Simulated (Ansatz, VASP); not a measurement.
# One calculation of Al (a cell with a defect), two programs

```
Al
1.0
     8.10000    0.00000    0.00000
     0.00000    8.10000    0.00000
     0.00000    0.00000    8.10000
Al
33
Cartesian
  4.0428 -0.0015 0.0410
  6.0870 2.0351 -0.0110
  6.0333 -0.0015 2.0297
  0.0024 0.0018 0.1212
  2.0042 2.0487 -0.0247
  4.0597 4.0504 0.1219
  6.0896 6.0631 -0.0136
  2.0612 -0.0015 2.0297
  4.0428 1.9853 2.0297
  5.9522 4.0504 2.0191
  4.0428 -0.0015 4.0128
  6.0956 2.0436 4.0669
  5.9525 0.0018 6.0737
  -0.0129 4.0474 0.4411
  2.0016 6.0495 -0.0273
  0.0024 1.9055 2.0190
  2.1389 4.0504 2.0190
  4.0428 6.1135 2.0297
  0.0024 0.0018 3.9347
  1.9956 2.0574 4.0805
  4.0598 4.0504 3.9341
  6.0983 6.0546 4.0695
  2.1387 0.0018 6.0737
  4.0598 1.9051 6.0737
  5.6471 4.0474 6.0833
  0.0024 6.1926 2.0190
  -0.0128 4.0475 3.5630
  1.9930 6.0408 4.0832
  -0.0129 1.5683 6.0833
  2.5265 4.0475 6.0832
  4.0598 6.1931 6.0737
  -0.0129 6.5457 6.0833
  0.0505 4.0596 6.0435
```

Alike in both runs: functional PBE; dispersion D3(BJ); k mesh 3 × 3 × 3; occupations fermi-dirac, width 0.05 eV; no spin polarisation.

Ansatz relaxed the structure, and its values are those at the end. VASP's run is a single point on that final structure, the one shown.

|  | VASP | Ansatz |
| --- | --- | --- |
| version | VASP 6.6.1 | Ansatz 0.2.0 |
| potentials or method | VASP PAW PBE potentials, release 64 (Al) | scalar-relativistic, plane waves, PAW |
| plane-wave cutoff (eV) | 520 | 420 |
| valence electrons in the cell | 99 | 99 |

|  | VASP | Ansatz | Ansatz less VASP |
| --- | --- | --- | --- |
| dispersion energy (meV/atom) | -345.2 | -345.2 | -0.09 |
